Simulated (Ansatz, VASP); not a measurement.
**Two plane-wave programs on Hf**

File INCAR:

```
ALGO = Normal ; EDIFF = 1E-8
ENCUT = 520 ; GGA = PE
ISIF = 2 ; ISMEAR = -1
LASPH = True ; LCHARG = False
LEFG = True ; LREAL = False
LWAVE = False ; NBANDS = 17
NELM = 80 ; PREC = Accurate
SIGMA = 0.05
```

Contents of KPOINTS:

```
k-points
0
Gamma
  13 13 7
```

POSCAR

```
Hf
1.0
    3.2593948047      0.0000000000      0.0000000000
   -1.6296974024      2.8227187018      0.0000000000
    0.0000000000      0.0000000000      5.1569977332
Hf
2
Direct
    0.3333333333      0.6666666667      0.2500000000
    0.6666666667      0.3333333333      0.7500000000
```

Input for Ansatz:

```yaml
crystal:
  lattice:
    - [3.2593948047, 0.0, 0.0]
    - [-1.6296974024, 2.8227187018, 0.0]
    - [0.0, 0.0, 5.1569977332]
  atoms:
    - { symbol: Hf, position: [0.3333333333, 0.6666666667, 0.25] }
    - { symbol: Hf, position: [0.6666666667, 0.3333333333, 0.75] }
kpoints:
  mp_grid: { grid: [13, 13, 7] }
scf:
  occupations: { method: fermi_dirac, width: 0.05 }
hamiltonian:
  xc: pbe
  pseudopotentials: { kind: paw }
output:
  forces: true
  stress: true
  eigenvalues: true
  efg: { contact_densities: true }
```

Change from the starting cell: volume scaled by 1.06, PAW files.

Alike in both runs: task electric field gradients; functional PBE; k mesh 13 × 13 × 7; occupations fermi-dirac, width 0.05 eV; no spin polarisation.

|  | VASP | Ansatz |
| --- | --- | --- |
| version | VASP 6.6.1 | Ansatz 0.2.0 |
| potentials or method | VASP PAW PBE potentials, release 64 (Hf_pv) | PAW with Ansatz's default frozen-core files, scalar-relativistic |
| plane-wave cutoff (eV) | 520 | 420 |
| valence electrons in the cell | 20 | 52 |

|  | VASP | Ansatz | Ansatz less VASP |
| --- | --- | --- | --- |
| pressure (GPa) | -5.5 | -5.0 | +0.43 |
| largest component of the traceless stress (GPa) | 0.27 | 0.21 | -0.058 |
| Vzz of the field gradient on the site that differs most (V/Å²) | 67.0 | 75.3 | +8.28 |

The two sets of potentials don't hold the same shells in valence. Ansatz warned: «gradients_without_spin_orbit».

Spin-orbit coupling is left out, which matters for the levels of Hf.
